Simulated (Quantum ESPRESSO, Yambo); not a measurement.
# P (puckered monolayer): Bethe-Salpeter spectra with Yambo, part 3 of 3

Wanted: excitons and ε₂ of P (puckered monolayer), with cost.

Quantum ESPRESSO 7.5 and Yambo 5.3.0; PBE and many-body steps on it, plane waves. Known limits of the many-body steps: not at the basis limit; bindings not settled in the k mesh.

So far. Step 7 (Excitons): The lowest state lies at 1.091 eV, 0.863 eV under the direct gap. Step 8 (Triplet (no exchange term)): The lowest triplet lies at 1.031 eV; without spin-orbit coupling triplets are dark, so no spectrum is read.

### Step 9. Spectrum in a wider window

Level of this step: Bethe-Salpeter equation on PBE with a scissors shift, plane waves, norm-conserving pseudopotentials (Yambo).

File bse5.in:

```
optics
bss
bse
em1s
dipoles
rim_cut
rim_w
RandQpts= 3000000
RandGvec= 100 RL
CUTGeo= "slab z"
RandGvecW= 9 RL
Chimod= "HARTREE"
BSKmod= "SEX"
BSEmod= "resonant"
BSSmod= "h"
BSENGexx= 20 Ry
BSENGBlk= 4 Ry
% BSEQptR
 1 | 1 |
%
% BSEBands
 5 | 18 |
%
% BEnRange
 0 | 7 | eV
%
% BDmRange
 0.1 | 0.1 | eV
%
BEnSteps= 141
% BLongDir
 1 | 0 | 0 |
%
% BndsRnXs
 1 | 35 |
%
NGsBlkXs= 4 Ry
% LongDrXs
 1 | 1 | 0 |
%
% KfnQP_E
 1.046 | 1.0 | 1.0 |
%
BSHayTrs= -0.02
FFTGvecs= 30 Ry
```

Run with:

```console
> OMP_NUM_THREADS=2 mpirun -n 4 yambo -F bse5.in -J bse5,bse2_W -C bse5 > bse5.log
```

What it wrote:

```text
 Yambo, version 5.3.0

 [02] CORE Variables Setup
 =========================

  [... cell, symmetries and grids as in the set-up ...]

  [02.05] Energies & Occupations
  ==============================

  [X] === General ===
  [X] Electronic Temperature                        :  0.000000  0.000000 [eV K]
  [X] Bosonic    Temperature                        :  0.000000  0.000000 [eV K]
  [X] Finite Temperature mode                       : no
  [X] El. density                                   :  0.93433E+23 [cm-3]
  [X] Fermi Level                                   : -0.738122 [eV]

  [X] === Gaps and Widths ===
  [X] Conduction Band Min                           :  0.907577 [eV]
  [X] Valence Band Max                              :  0.000000 [eV]
  [X] Filled Bands                                  :  10
  [X] Empty Bands                                   :   11   35
  [X] Direct Gap                                    :  0.907577 [eV]
  [X] Direct Gap localized at k                     :  1
  [X] Indirect Gap                                  :  0.907577 [eV]
  [X] Indirect Gap between kpts                     :  1  1
  [X] Last valence band width                       :  1.926594 [eV]
  [X] 1st conduction band width                     :  1.893679 [eV]

 [03] Transferred momenta grid and indexing
 ==========================================

 IBZ Q-points                                      :  12
 BZ  Q-points                                      :  24

 K/Q-points units:
 rlu = crystal or reduced units; cc = cartesian coordinates; iku = interal k-units

 Q [ 1]         [rlu]:  0.000000  0.000000  0.000000
 Q [ 2]         [rlu]:  0.000000  0.166667  0.000000
 Q [ 3]         [rlu]:  0.000000  0.333333  0.000000
[...]
[K+QP] Filled Bands                               :  10
  [K+QP] Empty Bands                                :   11   35
  [K+QP] Direct Gap                                 :  1.953577 [eV]
  [K+QP] Direct Gap localized at k                  :  1
  [K+QP] Indirect Gap                               :  1.953577 [eV]
  [K+QP] Indirect Gap between kpts                  :  1  1
  [K+QP] Last valence band width                    :  1.926594 [eV]
  [K+QP] 1st conduction band width                  :  1.893679 [eV]

  [coarse-grid] Minimum Bare Gap        [ev]:  0.907577
  [coarse-grid] Minimum Gap Correction  [ev]:  1.046000

  Eqp @ K [ 1]
  -14.92202 -12.46547  -9.16657  -5.63256  -4.71094  -4.46390  -3.30183  -1.72536
  -1.637904  0.000000  1.953577  2.688839  3.700234  4.334834  5.525914  5.582911
    7.04196   7.41794   7.56636   8.02159   8.09718   8.98167   9.15496  10.29702
  Eqp @ K [ 2]
[...]
Eqp @ K [ 3]
[...]
Eqp @ K [ 8]
[...]
Eqp @ K [ 9]
[...]
-1.098423 -1.098420  3.431343  3.431344  4.849844  4.849844  6.341998  6.341999
    7.45500   7.45500   8.72104   8.72104  10.19065  10.19065  10.41314  10.41314

 [07] Dipoles
 ============

  [07.01] Setup: observables and procedures
  =========================================

  [WARNING] [r,Vnl^pseudo] included in position and velocity dipoles.

  [WARNING] In case H contains other non local terms, these are neglected

 [08] Static Dielectric Matrix
 =============================

    [09.01.05.03] Main kernel loop
    ==============================

    [09.01.05.04] Wave-Function Phases
    ==================================

    [BSE] WF phases found       :  72.91667 [o/o]

   [09.01.06] BSE solver(s) @q1
   ============================

   [09.01.07] Haydock Solver in the optics basis @q1 using the hermitian scheme
   ============================================================================

   Accuracy (requested)      : -0.020000 [o/o]
   Accuracy (reached)        :  0.015625 [o/o]
   Iterations                :   96

 [12] Game Over & Game summary
```

Elapsed: 6.9 min, on 4 MPI ranks of Arm Neoverse V1, shared host; peak memory 1.1 GiB.

Numbers from this step:

```
transitions in the window           : 1152
direct gap of the transition levels : 1.954 eV
```

The Im polarisability of the sheet has structure finer than the step of the table below, so its rows give means over 0.2 eV, whole bins alone (the curve runs from 0 to 7 eV). Peaks (eV: height): BSE 1.10: 63.7, 1.55: 23.9, 3.00: 14.5, 3.70: 17.5, 4.25: 17.4; no electron-hole interaction 1.95: 43.0, 2.40: 35.1, 3.85: 12.9, 4.60: 15.0, 5.05: 23.4, 5.50: 19.5, 5.90: 18.5.

Sheet polarisability (bohr); field along x; broadening 0.1 eV; transition window only. Limits: finite bands, cutoff and mesh; exciton not shown settled in the k mesh. Table of Im polarisability of the sheet by photon energy; means over each step:

```csv
photon energy (eV),BSE,no electron-hole interaction
0.2,1.02,0.262
0.4,1.62,0.318
0.6,3.09,0.399
0.8,8.43,0.518
1.0,40.2,0.711
1.2,33.3,1.06
1.4,14.0,1.80
1.6,17.7,3.96
1.8,4.92,15.8
2.0,2.16,32.2
2.2,1.49,15.8
2.4,1.40,28.1
2.6,1.90,8.27
2.8,5.06,2.86
3.0,12.5,1.70
3.2,6.36,1.39
3.4,4.76,1.60
3.6,12.3,3.25
3.8,12.8,10.4
4.0,6.63,8.07
4.2,14.6,3.79
4.4,12.7,6.30
4.6,13.2,12.8
4.8,9.03,7.70
5.0,7.43,18.6
5.2,8.29,17.4
5.4,9.87,16.4
5.6,7.28,14.0
5.8,4.07,12.2
6.0,4.57,14.1
6.2,6.33,11.4
6.4,8.53,9.42
6.6,5.60,6.59
6.8,4.03,8.18
```

### Step 10. The runs together

Times are wall times on 4 MPI ranks of Arm Neoverse V1, shared host. The host was busy with other work, so they are no guide to cost.

```csv
run,mesh,transitions,broadening (eV),direct gap (eV),lowest state (eV),binding (eV),tallest peak (eV),height,time
excitons,4×6×1,96,0.05,1.954,1.091,0.863,1.10,116,2.2 min
triplet (no exchange term),4×6×1,96,0.05,1.954,1.031,0.923,-,-,23 s
spectrum in a wider window,4×6×1,1152,0.1,1.954,-,-,1.10,63.7,6.9 min
```

### Step 11. Outcome

* excitons: lowest state 1.091 eV (not settled in the k mesh)
* triplet (no exchange term): lowest state 1.031 eV (not settled in the k mesh)
* spectrum in a wider window: tallest peak 1.1 eV

**Reading.** On the 4×6×1 mesh the lowest exciton lies at 1.091 eV, 0.863 eV below the direct gap. Triplet (no exchange term), against «excitons (4×6×1)»: the lowest state moves by −0.060 eV (keys changed: BSENGexx). Triplets are dark. Spectrum in a wider window, against «excitons (4×6×1)»: the tallest peak stays (keys changed: BSEBands, BSSmod, broadening, BEnSteps, BEnRange, BDmRange, BSHayTrs and the band window). A rigid shift treats all transitions alike. In the G0W0 table the openings from the upper filled bands to the empty bands at the same k run from +1.05 to +1.50 eV (median +1.27), where the shift is +1.05 eV, so peaks stand off by such differences. Lines within a few meV of each other can be one level split by numerical noise, or distinct levels. Screening is static and electronic alone, and only transitions inside the band window count.

[Paths, hosts, dates, memory and timing lines, banners, echoed tables and standing remarks are left out of the program output.]

[Logs are printed without paths, hosts, clocks, repeated set-up lines and the standing remarks that a program may print on its own settings, such as how far it seeks lower states.]

[Runs of the session that timed out or met a known fault of the program may be left out.]

[Hosts, paths, dates, database ids (printed as entryN), source tags and the programs' standing remarks are cut or masked in the printed files.]
